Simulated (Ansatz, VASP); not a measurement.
## CdTe: VASP beside Ansatz

```
CELL_PARAMETERS angstrom
0.00000 3.06192 3.06192
3.06192 0.00000 3.06192
3.06192 3.06192 0.00000
ATOMIC_POSITIONS crystal
Cd 0.00000 0.00000 0.00000
Te 0.50000 0.50000 0.50000
```

Change from the starting cell: volume scaled by 1, PAW files.

Alike in both runs: task single point; functional PBE; k mesh 11 × 11 × 11; occupations fermi-dirac, width 0.05 eV; no spin polarisation.

|  | VASP | Ansatz |
| --- | --- | --- |
| version | VASP 6.6.1 | Ansatz 0.2.0 |
| potentials or method | VASP PAW PBE potentials, release 64 (Cd, Te) | PAW with Ansatz's default frozen-core files, scalar-relativistic |
| plane-wave cutoff (eV) | 520 | 420 |
| valence electrons in the cell | 18 | 36 |

```tsv
	VASP	Ansatz	Ansatz less VASP
pressure (GPa)	0.2	0.0	-0.17
```

The two sets of potentials don't hold the same shells in valence.

Spin-orbit coupling is left out, which matters for the levels of Te.
